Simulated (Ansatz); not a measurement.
# Hf under changes of volume

One of the cells (23.523 Å³/atom); the others are scaled copies at fixed shape and fractional positions:

```
CELL_PARAMETERS angstrom
-1.80500 1.80500 1.80500
1.80500 -1.80500 1.80500
1.80500 1.80500 -1.80500
ATOMIC_POSITIONS crystal
Hf 0.00000 0.00000 0.00000
```

This isn't the form of Hf at room conditions, which is hcp.

```yaml
Program: Ansatz 0.2.0
Functional: LDA
Potentials_or_basis: all-electron LAPW, scalar-relativistic
Cutoff: 214 eV (chosen from the basis error)
Basis_error_allowed: 0.001 eV/atom
k_mesh: 10 × 10 × 10
Occupations: fermi-dirac, width 0.05 eV
Spin: no spin polarisation
```

```tsv
volume (Å³/atom)	energy over the lowest point (meV/atom)	pressure (GPa)
22.112	0.00	-7.8
22.582	25.82	-9.6
23.052	56.59	-11.2
23.523	?	?
23.993	131.24	-13.9
24.464	174.27	-15.1
24.934	220.57	-16.1
```

Q: What does the run at 23.523 Å³/atom give?

A: Energy over the lowest point 91.87 meV/atom; pressure -12.6 GPa.

Worked out: A Birch-Murnaghan fit of order 3 (a polynomial in V^(-2/3)) to the other rows has no minimum within the range. It gives 91.92 meV/atom at 23.523 Å³/atom, against the run's 91.87, and -dE/dV = -12.7 GPa, against -12.6.

Energies are extrapolated to zero smearing.
